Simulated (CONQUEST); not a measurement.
# NaCl under changes of volume

One of the cells (21.813 Å³/atom); the others are scaled copies at fixed shape and fractional positions:

```
Cl Na
1.0
     3.95140    0.00000    0.00000
     0.00000    3.95140    0.00000
     0.00000    0.00000    5.58813
Cl Na
2 2
Direct
  0.00000 0.00000 0.50000
  0.50000 0.50000 0.00000
  0.00000 0.00000 0.00000
  0.50000 0.50000 0.50000
```

The cell is a database's computed one.

| Quantity | Value |
| --- | --- |
| Program | CONQUEST 1.3 |
| Functional | PBE |
| Potentials or basis | PseudoDojo NC PBE, SZ, grid of 40 × 40 × 60 points |
| k mesh | 7 × 7 × 5 |
| Occupations | fermi-dirac, width 0.05 eV |
| Spin | no spin polarisation |

```csv
volume (Å³/atom),energy over the lowest point (meV/atom),pressure (GPa),gap on the mesh (eV)
20.504,15.92,3.1,5.02
20.940,8.71,2.2,4.91
21.376,3.73,1.4,4.80
21.813,0.91,0.7,4.69
22.249,0.00,0.0,4.59
22.685,0.79,-0.6,4.49
23.121,?,?,?
```

What does the run at 23.121 Å³/atom give?

Energy over the lowest point 3.06 meV/atom; pressure -1.1 GPa; gap on the mesh 4.40 eV.

Worked out: A Birch-Murnaghan fit of order 3 (a polynomial in V^(-2/3)) to the other rows has its minimum at 22.26 Å³/atom with B0 = V·E''(V) = 32 GPa and B' = 3.8. It gives 3.19 meV/atom at 23.121 Å³/atom, against the run's 3.06, and -dE/dV = -1.2 GPa, against -1.1. A straight line through the other rows of the gap, of slope -5.26 eV per unit of ln V, extrapolates to 4.39 eV, against the run's 4.40.

Energies are extrapolated to zero smearing.

Caveats: the atomic basis is small; an odd mesh through Γ misses points on the zone boundary, where band edges often lie; the basis of atomic orbitals isn't converged, which shifts pressures, moduli and gaps; the real-space grid breaks the cell's symmetry a little (some runs).
